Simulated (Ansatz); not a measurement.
# AgI: the cost of one run

Computed with Ansatz 0.2.0 (DFT PBE, spin-orbit coupling, plane waves, PAW).

The COD entry's cell or inner coordinates are ideal or old and differ from later refinements, so a difference from it is no clean test against experiment.

1 further run of the same task is left out (set aside as unsound or not needed).

**1. The structure to begin with**

Symmetry: F-43m, No. 216, cubic system. The conventional cell has a = 6.631 Å, b = 6.631 Å, c = 6.631 Å, α = 90.00°, β = 90.00°, γ = 90.00°. Ag (site symmetry -43m) has 4 I at 2.87 Å as nearest neighbours. I (site symmetry -43m) is surrounded by 4 Ag at 2.87 Å.

Structure file:

```
Ag I
1.0
     0.00000    3.31554    3.31554
     3.31554    0.00000    3.31554
     3.31554    3.31554    0.00000
Ag I
1 1
Cartesian
  0.0000 0.0000 0.0000
  1.6578 1.6578 1.6578
```

This cell was relaxed beforehand with the same method: volume 36.45 Å³/atom, gap on the mesh 1.34 eV.

**2. The same geometry with PBE with spin-orbit coupling**

Input file input.yaml:

```yaml
crystal:
  lattice:
    - [0.0, 3.315535313, 3.315535313]
    - [3.315535313, 0.0, 3.315535313]
    - [3.315535313, 3.315535313, 0.0]
  atoms:
    - { symbol: Ag, position: [0.0, 0.0, 0.0] }
    - { symbol: I, position: [0.25, 0.25, 0.25] }
basis:
  ecutwfc: 420
kpoints:
  mp_grid: { grid: [8, 8, 8] }
  band_path:
    path:
      - [[0.0, 0.0, 0.0], [-0.5, -0.5, 0.0], [-0.375, -0.375, 0.25]]
      - [[-0.375, 0.0, 0.375], [0.0, 0.0, 0.0], [0.0, 0.0, 0.5], [-0.5, -0.25, 0.25], [-0.5, -0.5, 0.0]]
    npoints: 10
hamiltonian:
  xc: pbe
scf:
  occupations: { method: gaussian, width: 0.02 }
output:
  forces: true
  stress: true
  eigenvalues: true
  populations: true
  dos: { projected: true, de: 0.02 }
  bader: false
  write_density: true
  write_potential: true
  elf: true
  volumetric_format: npy
magnetization:
  noncollinear: true
  spin_orbit: true
```

On the command line:

```bash
ansatz run input.yaml --threads 1 --pin off --max-ram 2560MiB --backend cpu --events-out ev --progress --plain --runs-dir out
```

What time and memory should one allow on 1 thread of Arm Neoverse V1, shared host?

About 74 s, with a peak of 0.55 GiB.
